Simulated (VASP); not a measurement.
# Lu (P6_3/mmc) in VASP: further runs

The runs below take Lu through relaxation of cell and atoms, with r2SCAN.

All numbers are computed with VASP 6.6.1; they aren't measurements. Logs are shortened: lines on timing, memory, paths and dates and some standing lists are left out, and cuts for length are marked.

### 1 The crystal as given

The structure is hexagonal, space group P6_3/mmc (No. 194). The conventional cell has a = 3.503 Å, b = 3.503 Å, c = 5.551 Å, α = 90.00°, β = 90.00°, γ = 120.00°. Around Lu (site symmetry -6m2) lie 12 Lu at 3.43 to 3.50 Å.

### 2 Relaxation of cell and atoms, r2SCAN

INCAR

```
SYSTEM = Lu
ALGO = Normal
EDIFF = 1E-6
EDIFFG = -0.01
ENCUT = 600
IBRION = 2
ISIF = 3
ISMEAR = 1
LASPH = .TRUE.
LCHARG = .FALSE.
LMIXTAU = .TRUE.
LREAL = .FALSE.
LWAVE = .FALSE.
METAGGA = R2SCAN
NELM = 80
NSW = 90
PREC = Accurate
SIGMA = 0.1
```

KPOINTS

```
k-points
0
G
  12 12 7
  0 0 0
```

POSCAR

```
Lu
1.0
    3.5031000000      0.0000000000      0.0000000000
   -1.7515500000      3.0337735920      0.0000000000
    0.0000000000      0.0000000000      5.5509000000
Lu
2
Direct
    0.3333333333      0.6666666667      0.2500000000
    0.6666666667      0.3333333333      0.7500000000
```

Potentials or basis: VASP PAW PBE potentials, release 64 (Lu).

Started as:

```console
$ cat potpaw_PBE.64/Lu/POTCAR > POTCAR
$ mpirun -np 1 vasp_std > vasp.out
```

OUTCAR:

```text
SYSTEM = Lu
   EDIFF = 1E-6
   EDIFFG = -0.01
   ENCUT = 600
   IBRION = 2
   ISIF = 3
   ISMEAR = 1
   LASPH = .TRUE.
   LREAL = .FALSE.
   METAGGA = R2SCAN
   NELM = 80
   NSW = 90
   PREC = Accurate

 ion  position               nearest neighbor table
   1  0.333  0.667  0.250-   2 3.43   2 3.43   2 3.43   2 3.43   2 3.43   2 3.43
   2  0.667  0.333  0.750-   1 3.43   1 3.43   1 3.43   1 3.43   1 3.43   1 3.43

  LATTYP: Found a hexagonal cell.
 ALAT       =     3.5031000000
 C/A-ratio  =     1.5845679541

  Lattice vectors:

 A1 = (   3.5031000000,   0.0000000000,   0.0000000000)
 A2 = (  -1.7515500000,   3.0337735920,   0.0000000000)
 A3 = (   0.0000000000,   0.0000000000,   5.5509000000)

Analysis of symmetry for initial positions (statically):
=====================================================================
 Subroutine PRICEL returns:
 Original cell was already a primitive cell.

 Routine SETGRP: Setting up the symmetry group for a
 hexagonal supercell.

 Subroutine GETGRP returns: Found 24 space group operations
 (whereof 12 operations were pure point group operations)
 out of a pool of 24 trial point group operations.

The static configuration has the point symmetry D_3d.
 The point group associated with its full space group is D_6h.

Analysis of symmetry for dynamics (positions and initial velocities):
=====================================================================
 Subroutine PRICEL returns:
 Original cell was already a primitive cell.

 Routine SETGRP: Setting up the symmetry group for a
 hexagonal supercell.

 Subroutine GETGRP returns: Found 24 space group operations
 (whereof 12 operations were pure point group operations)
 out of a pool of 24 trial point group operations.

The dynamic configuration has the point symmetry D_3d.
 The point group associated with its full space group is D_6h.

 Subroutine INISYM returns: Found 24 space group operations
 (whereof 12 operations are pure point group operations),
 and found     1 'primitive' translations

----------------------------------------------------------------------------------------

                                     Primitive cell

  volume of cell :      58.9928

  direct lattice vectors                    reciprocal lattice vectors
     3.503100000  0.000000000  0.000000000     0.285461448  0.164811244  0.000000000
    -1.751550000  3.033773592  0.000000000     0.000000000  0.329622488  0.000000000
     0.000000000  0.000000000  5.550900000     0.000000000  0.000000000  0.180150967

  length of vectors
     3.503100000  3.503100000  5.550900000     0.329622488  0.329622488  0.180150967

  position of ions in fractional coordinates (direct lattice)
     0.333333333  0.666666667  0.250000000
     0.666666667  0.333333333  0.750000000

  ion indices of the primitive-cell ions
   primitive index   ion index
                 1           1
                 2           2

----------------------------------------------------------------------------------------

 KPOINTS: k-points

Automatic generation of k-mesh.
 Grid dimensions read from file:
 generate k-points for:   12   12    7

 Generating k-lattice:

  Cartesian coordinates                     Fractional coordinates (reciprocal lattice)
     0.023788454  0.013734270  0.000000000     0.083333333  0.000000000  0.000000000
     0.000000000  0.027468541  0.000000000     0.000000000  0.083333333  0.000000000
     0.000000000  0.000000000  0.025735852     0.000000000  0.000000000  0.142857143

  Length of vectors
     0.027468541  0.027468541  0.025735852

  Shift w.r.t. Gamma in fractional coordinates (k-lattice)
     0.000000000  0.000000000  0.000000000

 Subroutine IBZKPT returns following result:
 ===========================================

 Found     76 irreducible k-points:

 Following reciprocal coordinates:
            Coordinates               Weight
  0.000000  0.000000  0.000000      1.000000
  0.083333  0.000000  0.000000      6.000000
  0.166667  0.000000  0.000000      6.000000
  0.250000  0.000000  0.000000      6.000000
  0.333333  0.000000  0.000000      6.000000
  0.416667  0.000000  0.000000      6.000000
[... 16 lines left out ...]
  0.250000  0.000000  0.142857     12.000000
  0.333333  0.000000  0.142857     12.000000
 [... further k-points ...]
   k-points           NKPTS =     76   k-points in BZ     NKDIM =     76   number of bands    NBANDS=     30
   number of dos      NEDOS =    301   number of ions     NIONS =      2
   total plane-waves  NPLWV =  37632
   dimension x,y,z NGX =    28 NGY =   28 NGZ =   48
   dimension x,y,z NGXF=    56 NGYF=   56 NGZF=   96
   ions per type =               2
   NGX,Y,Z   is equivalent  to a cutoff of  13.29, 13.29, 14.38 a.u.
   NGXF,Y,Z  is equivalent  to a cutoff of  26.58, 26.58, 28.75 a.u.
 SYSTEM =  Lu
   PREC   = accura    normal or accurate (medium, high low for compatibility)
   ISTART =      0    job   : 0-new  1-cont  2-samecut
   ICHARG =      2    charge: 1-file 2-atom 10-const
   ISPIN  =      1    spin polarized calculation?
   LNONCOLLINEAR =      F non collinear calculations
   LSORBIT =      F    spin-orbit coupling
   LASPH  =      T    aspherical Exc in radial PAW
   ENCUT  =  600.0 eV  44.10 Ry    6.64 a.u.   7.00  7.00 11.09*2*pi/ulx,y,z
   NELM   =     80;   NELMIN=  2; NELMDL= -5     # of ELM steps
   EDIFF  = 0.1E-05   stopping-criterion for ELM
   LREAL  =      F    real-space projection
   EDIFFG = -.1E-01   stopping-criterion for IOM
   NSW    =     90    number of steps for IOM
   IBRION =      2    ionic relax: 0-MD 1-quasi-New 2-CG
   NFREE  =      1    steps in history (QN), initial steepest desc. (CG)
   ISIF   =      3    stress and relaxation
   ISYM   =      2    0-nonsym 1-usesym 2-fastsym
   POTIM  = 0.5000    time-step for ionic-motion
   TEBEG  =    0.0;   TEEND  =   0.0 temperature during run
   PSTRESS=    0.0 pullay stress
   NELECT =      50.0000    total number of electrons
   NUPDOWN=      -1.0000    fix difference up-down
   EMIN   =  10.00;   EMAX   =-10.00  energy-range for DOS
   EFERMI =   0.00;   METHOD = LEGACY
   ISMEAR =     1;   SIGMA  =   0.10  broadening in eV -4-tet -1-fermi 0-gaus
   EFERMI_NEDOS =   21; number of points for ismear=-14 and -15
   IALGO  =     38    algorithm
   IMIX   =      4    mixing-type and parameters
     AMIX     =   0.40;   BMIX     =  1.00
     AMIX_MAG =   1.60;   BMIX_MAG =  1.00
  volume/ion in A,a.u.               =      29.50       199.05
  Fermi-wavevector in a.u.,A,eV,Ry     =   1.549287  2.927727 32.657919  2.400289
  Thomas-Fermi vector in A             =   2.654115
   LORBIT       =      0    0 simple, 1 ext, 2 COOP (PROOUT), +10 PAW based schemes
   METAGGA = R2SCAN    functional components
   LHFCALC =     F    Hartree Fock is set to
   AEXX    =    0.0000 exact exchange contribution
   IVDW    =     0    specifies the selected vdW correction
   LEPSILON=     F    determine dielectric tensor
   LRPA    =     F    only Hartree local field effects (RPA)
 conjugate gradient relaxation of ions
 non-spin polarized calculation
 Methfessel and Paxton  Order N= 1 SIGMA  =   0.10
  energy-cutoff  :      600.00
  volume of cell :       58.99
 maximum number of plane-waves:      1989
 NGX is ok and might be reduce to    28
   NGX = 13   NGY = 13   NGZ = 23

--------------------------------------- Ionic step        1  -------------------------------------------

 number of electron      50.0000005 magnetization

 Free energy of the ion-electron system (eV)
  ---------------------------------------------------
  ext. energy  EPLUGINS =         0.00000000
  ---------------------------------------------------
  free energy    TOTEN  =       -76.11536645 eV

  energy without entropy =      -76.11601775  energy(sigma->0) =      -76.11558355

------------------------ aborting loop because EDIFF is reached ----------------------------------------

  FORCE on cell =-STRESS in cart. coord.  units (eV):
  Direction    XX          YY          ZZ          XY          YZ          ZX
  --------------------------------------------------------------------------------------
  -------------------------------------------------------------------------------------
  Total        0.3557057      0.3557057     -0.2270118      0.0000000      0.0000000     -0.0000000
  in kB        9.6605595      9.6605595     -6.1653801      0.0000000      0.0000000     -0.0000000
  external PRESSURE =       4.3852463 kB  Pullay stress =       0.0000000 kB
[... 89 lines left out ...]
  FREE ENERGIE OF THE ION-ELECTRON SYSTEM (eV)
  ---------------------------------------------------
  free  energy   TOTEN  =       -76.1167494561 eV

  energy  without entropy=      -76.1181455989  energy(sigma->0) =      -76.11721484

[... ionic steps 4 to 8 ...]

--------------------------------------- Ionic step        9  -------------------------------------------

 number of electron      50.0000002 magnetization

------------------------ aborting loop because EDIFF is reached ----------------------------------------

  FORCE on cell =-STRESS in cart. coord.  units (eV):
  Direction    XX          YY          ZZ          XY          YZ          ZX
  --------------------------------------------------------------------------------------
  -------------------------------------------------------------------------------------
  Total       -0.0009664     -0.0009664      0.0251092     -0.0000000      0.0000000      0.0000000
  in kB       -0.0265403     -0.0265403      0.6895542     -0.0000000      0.0000000      0.0000000
  external PRESSURE =       0.2121579 kB  Pullay stress =       0.0000000 kB
[... 57 lines left out ...]
  energy  without entropy=      -76.1206254962  energy(sigma->0) =      -76.11977738

--------------------------------------- Ionic step       11  -------------------------------------------

 number of electron      50.0000002 magnetization

 Free energy of the ion-electron system (eV)
  ---------------------------------------------------
  ext. energy  EPLUGINS =         0.00000000
  ---------------------------------------------------
  free energy    TOTEN  =       -76.11936435 eV

  energy without entropy =      -76.12065884  energy(sigma->0) =      -76.11979584

 E-fermi :   2.1504     XC(G=0): -11.5892

 val. band max:        2.1443588723   @ k =   0.2500   0.0000   0.2857
 cond. band min:       2.1563540091   @ k =   0.2500   0.2500   0.4286
 fundamental gap:      0.0119951368
 Fermi energy:         2.1503985821

 k-point     1 :       0.0000    0.0000    0.0000
  band No.  band energies     occupation
      1     -55.7331      2.00000
      2     -55.6941      2.00000
      3     -26.0330      2.00000
      4     -25.5889      2.00000
      5     -25.5889      2.00000
      6     -25.5020      2.00000
[... 781 lines left out ...]
     29       4.6370      0.00000
     30       6.9426      0.00000

 [... further k-points ...]

------------------------ aborting loop because EDIFF is reached ----------------------------------------

  FORCE on cell =-STRESS in cart. coord.  units (eV):
  Direction    XX          YY          ZZ          XY          YZ          ZX
  --------------------------------------------------------------------------------------
  -------------------------------------------------------------------------------------
  Total        0.0013415      0.0013415      0.0177905      0.0000000      0.0000000      0.0000000
  in kB        0.0368288      0.0368288      0.4883975      0.0000000      0.0000000      0.0000000
  external PRESSURE =       0.1873517 kB  Pullay stress =       0.0000000 kB
[... 17 lines left out ...]
  FREE ENERGIE OF THE ION-ELECTRON SYSTEM (eV)
  ---------------------------------------------------
  free  energy   TOTEN  =       -76.1193643468 eV

  energy  without entropy=      -76.1206588357  energy(sigma->0) =      -76.11979584

 reached required accuracy - stopping structural energy minimisation
```

Run time: 56 min. Hardware: 1 thread of Intel Xeon Platinum 8488C (Sapphire Rapids), shared host; peak memory 0.31 GiB.

Results:

```
Free energy                            : -76.1194 eV
Relaxed volume                         : 29.18 Å³/atom
Relaxed cell                           : a = 3.514 Å, b = 3.514 Å, c = 5.459 Å, α = 90.00°, β = 90.00°, γ = 120.00°
Space group after relaxing (to 0.05 Å) : P6_3/mmc (No. 194)
Energy gained by relaxing              : 2.0 meV/atom
Ionic steps                            : 11
Pressure after relaxing                : 0.0 GPa
Band gap on the k mesh                 : none (metal or under the smearing width)
```

Step by step:
| step | energy change (eV) | largest force (eV/Å) | pressure (GPa) | volume (Å³) |
| --- | --- | --- | --- | --- |
| 1 | 0.0000 | 0.0000 | 0.44 | 58.99 |
| 2 | -0.0009 | 0.0000 | -1.04 | 59.68 |
| 3 | -0.0014 | 0.0000 | -0.73 | 59.36 |
| 4 | -0.0033 | 0.0000 | -0.59 | 59.12 |
| 5 | -0.0034 | 0.0000 | -0.65 | 59.04 |
| 6 | -0.0041 | 0.0000 | -0.13 | 58.51 |
| 7 | -0.0040 | 0.0000 | -0.03 | 58.37 |
| 8 | -0.0039 | 0.0000 | 0.03 | 58.32 |
| 9 | -0.0040 | 0.0000 | 0.02 | 58.34 |
| 10 | -0.0040 | 0.0000 | 0.02 | 58.36 |
| 11 | -0.0040 | 0.0000 | 0.02 | 58.36 |

Final structure:
```
Lu
1.0
     3.51366    0.00000    0.00000
    -1.75683    3.04292    0.00000
     0.00000    0.00000    5.45851
Lu
2
Direct
  0.33333 0.66667 0.25000
  0.66667 0.33333 0.75000
```

Caveat: the PAW data sets were made with another functional, which shifts forces and pressure a little. Spin-orbit coupling is left out, which matters for the levels of Lu.

### 3 Relaxation of cell and atoms, r2SCAN

This run uses another cell than the first one, of 29.18 Å³/atom, 0.989 times its volume.

INCAR, as its differences from that of step 2:

```diff
@@ -2,4 +2,4 @@
 ALGO = Normal
-EDIFF = 1E-6
-EDIFFG = -0.01
+EDIFF = 1E-7
+EDIFFG = -0.005
 ENCUT = 600
```

KPOINTS is that of step 2.

POSCAR

```
Lu                                      
1.0
    3.5136643608      0.0000000000     -0.0000000000
   -1.7568321804      3.0429225968      0.0000000000
   -0.0000000000     -0.0000000000      5.4585092024
  Lu            
     2
Direct
     0.3333333332999970    0.6666666667000030    0.2500000000000000
     0.6666666667000030    0.3333333332999970    0.7500000000000000
```

Potentials or basis: VASP PAW PBE potentials, release 64 (Lu).

Started as:

```console
$ cat potpaw_PBE.64/Lu/POTCAR > POTCAR
$ mpirun -np 1 vasp_std > vasp.out
```

It took 23 min on 1 thread of Intel Xeon Platinum 8488C (Sapphire Rapids), shared host; peak memory 0.29 GiB.

Results (log left out):

| Property | Result |
| --- | --- |
| Free energy | -76.1193 eV |
| Relaxed volume | 29.19 Å³/atom |
| Relaxed cell | a = 3.514 Å, b = 3.514 Å, c = 5.460 Å, α = 90.00°, β = 90.00°, γ = 120.00° |
| Space group after relaxing (to 0.05 Å) | P6_3/mmc (No. 194) |
| Energy gained by relaxing | 0.0 meV/atom |
| Ionic steps | 2 |
| Pressure after relaxing | 0.0 GPa |
| Band gap on the k mesh | none (metal or under the smearing width) |

Final structure:
```yaml
crystal:
  lattice:
    - [3.51351, 0.00000, 0.00000]
    - [-1.75675, 3.04279, 0.00000]
    - [0.00000, 0.00000, 5.46029]
  atoms:
    - { symbol: Lu, position: [0.33333, 0.66667, 0.25000] }
    - { symbol: Lu, position: [0.66667, 0.33333, 0.75000] }
```

Levels at points of the mesh, in eV from the Fermi level:
```csv
k point,band 23,band 24,band 25,band 26,band 27,band 28
"(0.00, 0.00, 0.00)",-5.04,-2.39,0.57,2.43,2.43,2.95
"(0.50, 0.00, 0.00)",-2.39,-1.43,-0.83,-0.45,1.75,2.09
```

Caveat: the PAW data sets were made with another functional, which shifts forces and pressure a little. The run has no spin-orbit coupling, so splittings on Lu are missing.
